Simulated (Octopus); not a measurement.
# AlNi (Pm-3m) in Octopus: reference runs

Reference runs on AlNi: the cell as given.

Everything below comes from runs of Octopus 16.4. Logs are shortened: lines on timing, memory, paths and dates and some standing lists are left out, and cuts for length are marked.

## (1) Starting point

Symmetry: Pm-3m, No. 221, cubic system. Conventional cell: a = 2.881 Å, b = 2.881 Å, c = 2.881 Å, α = 90.00°, β = 90.00°, γ = 90.00°. Ni (site symmetry m-3m) has 8 Al at 2.50 Å as nearest neighbours. Al (site symmetry m-3m) is surrounded by 8 Ni at 2.50 Å.

## (2) Single point, PBE, collinear spin, ferromagnetic start

inp

```
CalculationMode = gs
UnitsOutput = eV_Angstrom
PeriodicDimensions = 3
ExperimentalFeatures = yes
PseudopotentialSet = pseudodojo_pbe
%LatticeParameters
 1*angstrom | 1*angstrom | 1*angstrom
%
%LatticeVectors
 2.881 | 0 | 0
 0 | 2.881 | 0
 0 | 0 | 2.881
%
%ReducedCoordinates
 "Ni" | 0.5 | 0.5 | 0.5
 "Al" | 0 | 0 | 0
%
%Spacing
 0.10670370*angstrom | 0.10670370*angstrom | 0.10670370*angstrom
%
DerivativesOrder = 8
%KPointsGrid
 9 | 9 | 9
%
KPointsUseSymmetries = yes
XCFunctional = gga_x_pbe + gga_c_pbe
SpinComponents = polarized
KPointsUseTimeReversal = no
GuessMagnetDensity = user_defined
%AtomsMagnetDirection
 1.0
 0.0
%
SmearingFunction = fermi_dirac
Smearing = 0.05*eV
ExtraStates = 9
Eigensolver = chebyshev_filter
ConvRelDens = 3e-7
MaximumIter = 120
```

Potentials or basis: pseudodojo_pbe (PseudoDojo 0.5, PBE).

Command:

```sh
$ OMP_NUM_THREADS=1 octopus > out.log
```

out.log:

```text
Running octopus

Version                : 16.4
Optional libraries     :

************************** Calculation Mode **************************
Input: [CalculationMode = gs]
**********************************************************************

Input: [SpinComponents = polarized]

******************************* Space ********************************
Octopus will run in 3 dimension(s).
Octopus will treat the system as periodic in 3 dimension(s).
**********************************************************************

Input: [AllElectronType = no]
Input: [PseudopotentialSet = pseudodojo_pbe]
Reading Coordinates from ReducedCoordinates block

****************************** Species *******************************
  Species 'Ni'
    type             : pseudopotential
    file             : 'Ni.upf'
    file format      : UPF2
    valence charge   : 18.0
    atomic number    :  28
    form on file     : kleinman-bylander
    lmax             : 2
    llocal           : -1
    projectors per l : 2
    total projectors : 6
    application form : kleinman-bylander
    orbitals         : 10
    bound orbitals   : 10

  Species 'Al'
    type             : pseudopotential
    file             : 'Al.upf'
    file format      : UPF2
    valence charge   : 3.0
    atomic number    :  13
    form on file     : kleinman-bylander
    lmax             : 2
    llocal           : -1
    projectors per l : 2
    total projectors : 6
    application form : kleinman-bylander
    orbitals         :  4
    bound orbitals   :  4

**********************************************************************

***************************** Symmetries *****************************
Space group No.  221
International: Pm-3m
Schoenflies: Oh^1
Info: The system has    48 symmorphic symmetries that can be used.
  Index                Rotation matrix                      Fractional translations
    1 :     1   0   0     0   1   0     0   0   1      0.000000    0.000000    0.000000
    2 :    -1   0   0     0  -1   0     0   0  -1      0.000000    0.000000    0.000000
    3 :     0   1   0    -1   0   0     0   0   1      0.000000    0.000000    0.000000
    4 :     0  -1   0     1   0   0     0   0  -1      0.000000    0.000000    0.000000
    5 :    -1   0   0     0  -1   0     0   0   1      0.000000    0.000000    0.000000
    6 :     1   0   0     0   1   0     0   0  -1      0.000000    0.000000    0.000000
[... 40 lines left out ...]
   47 :     1   0   0     0   0   1     0  -1   0      0.000000    0.000000    0.000000
   48 :    -1   0   0     0   0  -1     0   1   0      0.000000    0.000000    0.000000
Info: The system also has     0 nonsymmorphic symmetries (not used for electrons).
**********************************************************************

Input: [CurvMethod = curv_affine]
Input: [DerivativesStencil = stencil_star]

****************************** Lattice *******************************
  Lattice Vectors [A]
    2.881000    0.000000    0.000000
    0.000000    2.881000    0.000000
    0.000000    0.000000    2.881000
  Cell volume =            23.9128 [A^3]
  Reciprocal-Lattice Vectors [A^-1]
    2.180904    0.000000    0.000000
    0.000000    2.180904    0.000000
    0.000000    0.000000    2.180904
  Cell angles [degree]
    alpha =   90.000
    beta  =   90.000
    gamma =   90.000
**********************************************************************

Checking if the generated full k-point grid is symmetric

    35 k-points generated from parameters :
 ---------------------------------------------------
    n =    9    9    9

    s1  =  0.50  0.50  0.50

   index |      weight  |             coordinates              |
       1 |     0.001372 |    0.000000    0.000000    0.000000  |
       2 |     0.008230 |    0.111111    0.000000    0.000000  |
       3 |     0.016461 |    0.111111    0.111111    0.000000  |
       4 |     0.010974 |    0.111111    0.111111    0.111111  |
[... 135 lines left out ...]
Input: [GuessMagnetDensity = user_defined]
Info: Unnormalized total charge =     21.005408
Info: Renormalized total charge =     21.000000

** Warning:
**   Symmetrization discrepancy ratio (scalar) =  6.37759E-05

** Warning:
**   Symmetrization discrepancy ratio (scalar) =  6.84849E-05

Total Magnetic Moment:
 mz =   0.999743
Local Magnetic Moments (sphere radius [A] =   1.248):
 Ion                    mz
   1        Ni       0.997302
   2        Al      -0.006644
Info: Setting up Hamiltonian.
Info: Performing initial LCAO calculation with     14 orbitals.
Info: Getting Hamiltonian matrix elements.

Eigenvalues [eV]
 #st  Spin   Eigenvalue      Occupation
#k =       1, k = (  0.000000,  0.000000,  0.000000)
   1   up   -99.702602       1.000000
   1   dn   -98.877836       1.000000
   2   up   -60.153698       1.000000
   2   dn   -59.202544       1.000000
   3   up   -60.153698       1.000000
   3   dn   -59.202544       1.000000
[... 20 lines left out ...]
  14   up    23.611422       0.000000
  14   dn    23.870952       0.000000
#k =       2, k = (  0.111111,  0.000000,  0.000000)
   1   up   -99.650228       1.000000
   1   dn   -98.825256       1.000000
   2   up   -60.148821       1.000000
   2   dn   -59.197290       1.000000
   3   up   -60.148821       1.000000
   3   dn   -59.197290       1.000000
[... 20 lines left out ...]
  14   up    24.179760       0.000000
  14   dn    24.433340       0.000000
[... 33 further k-points ...]
Fermi energy =    15.014115 eV
Generating random wavefunctions for states       15 and above
Orthogonalizing wavefunctions.
Info: Ground-state restart information will be written to 'restart/gs'.
Info: SCF using complex wavefunctions.
Info: Starting SCF iteration.

*********************** SCF CYCLE ITER #    1 ************************
 etot  = -4.77638436E+03 abs_ev   =  9.08E+01 rel_ev   =  1.69E-01
 ediff =        1.76E+02 abs_dens =  1.49E+00 rel_dens =  7.11E-02
Matrix vector products: 1750
Converged eigenvectors: 0

#  State  KPoint  Spin  Eigenvalue [eV]  Occupation    Error
      1       1    up      -99.704808    1.000000   ( 1.7E-06)
      1       2    up      -99.704651    1.000000   ( 7.2E-05)
      1       3    up      -99.704494    1.000000   ( 8.5E-05)
      1       4    up      -99.704337    1.000000   ( 7.8E-05)
      1       5    up      -99.704252    1.000000   ( 1.3E-04)
      1       6    up      -99.704096    1.000000   ( 1.1E-04)
      1       7    up      -99.703940    1.000000   ( 2.0E-04)
      1       9    up      -99.703799    1.000000   ( 2.1E-04)
[... 23 lines left out ...]
     20      34    up       36.477772    0.000000   ( 1.8E-01)
     20      24    up       36.712921    0.000000   ( 3.5E-01)
     19      35    dn       36.759975    0.000000   ( 2.4E-01)
     19      35    up       37.140337    0.000000   ( 1.9E-01)
     20      32    up       38.165048    0.000000   ( 3.8E-01)
     20      35    dn       38.467616    0.000000   ( 3.0E-01)
     20      34    dn       38.697994    0.000000   ( 3.1E-01)
     20      35    up       41.569335    0.000000   ( 2.8E-01)

Density of states:

--------------------------------------------------%-------------------
--------------------------------------------------%-------------------
--------------------------------------------------%-------------------
--------------------------------------------------%-------------------
-------------------------------------------------%%-------------------
-------------------%%----------------------------%%-------------------
-------------------%%----------------------------%%-------------------
%------------------%%----------------------------%%-------%-%---------
%------------------%%---------------------------%%%%%%%%%%%%%%%%%-----
%------------------%%--------------------------%%%%%%%%%%%%%%%%%%%%---
                                                   ^

Fermi energy =     5.141850 eV
Total Magnetic Moment:
 mz =   0.131790
Local Magnetic Moments (sphere radius [A] =   1.248):
 Ion                    mz
   1        Ni       0.180838
   2        Al      -0.020197
[... 309 lines left out ...]
*********************** SCF CYCLE ITER #   19 ************************
 etot  = -4.63021376E+03 abs_ev   =  1.23E-05 rel_ev   =  2.39E-08
 ediff =        3.07E-06 abs_dens =  9.66E-07 rel_dens =  4.60E-08
Matrix vector products: 1750
Converged eigenvectors: 257

#  State  KPoint  Spin  Eigenvalue [eV]  Occupation    Error
      1       1    up      -97.903818    1.000000   ( 1.8E-08)
      1       1    dn      -97.903816    1.000000   ( 1.4E-08)
      1       2    up      -97.903652    1.000000   ( 1.0E-08)
      1       2    dn      -97.903651    1.000000   ( 1.4E-08)
      1       3    up      -97.903488    1.000000   ( 1.0E-08)
      1       3    dn      -97.903486    1.000000   ( 1.4E-08)
      1       4    up      -97.903323    1.000000   ( 1.8E-08)
      1       4    dn      -97.903322    1.000000   ( 1.4E-08)
[... 23 lines left out ...]
     19      35    dn       31.897307    0.000000   ( 1.0E-02)
     19      35    up       31.911856    0.000000   ( 1.3E-02)
     20      32    dn       32.633309    0.000000   ( 1.8E-02)
     20      32    up       32.729080    0.000000   ( 1.7E-02)
     20      34    up       32.773579    0.000000   ( 1.7E-02)
     20      34    dn       32.808552    0.000000   ( 2.0E-02)
     20      35    dn       35.862676    0.000000   ( 5.6E-03)
     20      35    up       35.863195    0.000000   ( 7.2E-03)

Density of states:

----------------------------------------------------%-----------------
----------------------------------------------------%-----------------
--------------------%-------------------------------%-----------------
--------------------%-------------------------------%-----------------
--------------------%-------------------------------%-----------------
--------------------%-------------------------------%-----------------
--------------------%-------------------------------%-----------------
%-------------------%------------------------------%%%--------%-------
%-------------------%------------------------------%%%-%%%%%%%%%%-----
%-------------------%----------------------------%%%%%%%%%%%%%%%%%----
                                                     ^

Fermi energy =     5.465981 eV
Total Magnetic Moment:
 mz =   0.000001
Local Magnetic Moments (sphere radius [A] =   1.248):
 Ion                    mz
   1        Ni       0.000001
   2        Al      -0.000000

**********************************************************************

Info: SCF converged in   19 iterations

** Warning:
**   Some of the states are not fully converged!

Info: Number of matrix-vector products:      33250
Info: Finished writing information to 'restart/gs'.

Octopus emitted 43 warnings.
```

It took 9.6 min on 1 thread of Arm Neoverse V1, shared host; peak memory 1.4 GiB.

What came out:

```
Free energy            : -4630.2204 eV
Band gap on the k mesh : none (metal or under the smearing width)
Net moment             : 0.00 μB per cell
```

Caveat: the starting moments collapsed, and a magnetic state may lie lower.
